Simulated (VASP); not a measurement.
## VASP 6.6.1 run: KBr

INCAR

```
IBRION = -1
GGA = PE
NSW = 0
ENCUT = 520
LCHARG = .FALSE.
SIGMA = 0.02
NELM = 120
LWAVE = .FALSE.
ISMEAR = -1
PREC = Accurate
ISIF = 2
LREAL = .FALSE.
NBANDS = 15
LASPH = .TRUE.
EDIFF = 1E-7
ISYM = 3
```

KPOINTS

```
KPOINTS created by Atomic Simulation Environment
0
Gamma
6 6 6
0 0 0
```

POSCAR

```
K  Br
 1.0000000000000000
    -0.0140895907000000    3.2881582294000000    3.2881582294000000
     3.2881582294000000   -0.0140895907000000    3.2881582294000000
     3.2881582294000000    3.2881582294000000   -0.0140895907000000
 K   Br
   1   1
Cartesian
  0.0000000000000000  0.0000000000000000  0.0000000000000000
  3.2811134340499994  3.2811134340499994  3.2811134340499990
```

The recommended PBE PAW datasets give the neutral cell 16 valence electrons.

Command

```
mpirun -np 1 vasp_std
```

Q: How does this run end, and what does it give?

A: VASP stopped with an error.

OSZICAR

```
N       E                     dE             d eps       ncg     rms          rms(c)
DAV:   1     0.100045881079E+03    0.10005E+03   -0.69310E+03   960   0.937E+02
DAV:   2     0.778318180787E-01   -0.99968E+02   -0.92374E+02  1255   0.229E+02
DAV:   3    -0.613186898333E+01   -0.62097E+01   -0.61766E+01  1289   0.505E+01
DAV:   4    -0.638299941818E+01   -0.25113E+00   -0.25107E+00  1415   0.884E+00
DAV:   5    -0.638516870262E+01   -0.21693E-02   -0.21693E-02  1338   0.927E-01
```

Standard output (part)

```
POSCAR found type information on POSCAR K Br
 POSCAR found :  2 types and       2 ions
 LDA part: xc-table for (Slater+PW92), standard interpolation
 POSCAR, INCAR and KPOINTS ok, starting setup
 WAVECAR not read
 entering main loop
|                     _     ____    _    _    _____     _                     |
|                    | |   | |_) | | |  | | | |  __    | |                    |
|                    |_|   |  _ <  | |  | | | | |_ |   |_|                    |
|                     _    | |_) | | |__| | | |__| |    _                     |
|     internal error in CHECK_FULL_KPOINTS: KPOINTS_FULL not properly         |
|     initialised                                                             |
|     If you are not a developer, you should not encounter this problem.      |
|     Please submit a bug report.                                             |
```
